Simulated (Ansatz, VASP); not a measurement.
LiF: VASP beside Ansatz

INCAR

```
ALGO     = Normal         # electronic algorithm
EDIFF    = 1E-6           # SCF threshold, eV
ENCUT    = 520            # plane-wave cutoff, eV
GGA      = PE             # functional
ISIF     = 2              # what is computed and relaxed
ISMEAR   = 0              # smearing method
LASPH    = T              # aspherical terms in the spheres
LCHARG   = F              # write CHGCAR
LREAL    = F              # projectors in reciprocal space
LWAVE    = F              # write WAVECAR
NBANDS   = 12             # bands
NELM     = 60             # most SCF steps
PREC     = Accurate       # precision mode
SIGMA    = 0.05           # smearing width, eV
```

Contents of KPOINTS:

```
k-points
0
Gamma
  10 10 10
```

Contents of POSCAR:

```
LiF
1.0
    0.0000000000      2.0140000000      2.0140000000
    2.1650500000      0.0000000000      2.0140000000
    2.1650500000      2.0140000000      0.0000000000
Li F
1 1
Direct
    0.0000000000      0.0000000000      0.0000000000
    0.5000000000      0.5000000000      0.5000000000
```

Input for Ansatz:

```yaml
crystal:
  lattice:
    - [0.0, 2.014, 2.014]
    - [2.16505, 0.0, 2.014]
    - [2.16505, 2.014, 0.0]
  atoms:
    - { symbol: Li, position: [0.0, 0.0, 0.0] }
    - { symbol: F, position: [0.5, 0.5, 0.5] }
basis:
  ecutwfc: 420
kpoints:
  mp_grid: { grid: [10, 10, 10] }
hamiltonian:
  xc: pbe
scf:
  occupations: { method: gaussian, width: 0.05 }
output:
  forces: true
  stress: true
  eigenvalues: true
```

Change from the starting cell: strain +0.0750 x Voigt [1, 0, 0, 0, 0, 0], atoms carried along.

Alike in both runs: task single point; functional PBE; k mesh 10 × 10 × 10; occupations gaussian, width 0.05 eV; no spin polarisation.

|  | VASP | Ansatz |
| --- | --- | --- |
| version | VASP 6.6.1 | Ansatz 0.2.0 |
| potentials or method | VASP PAW PBE potentials, release 64 (Li_sv, F) | scalar-relativistic, plane waves, PAW |
| plane-wave cutoff (eV) | 520 | 420 |
| valence electrons in the cell | 10 | 10 |

```csv
,VASP,Ansatz,Ansatz less VASP
gap on the k mesh at the Fermi level (eV),8.38,8.38,+0.002
least direct gap on the mesh (eV),8.38,8.38,+0.002
```

With one functional, cell and mesh, what is left measures potentials, basis and numerics.

 A k mesh can miss the band edges.
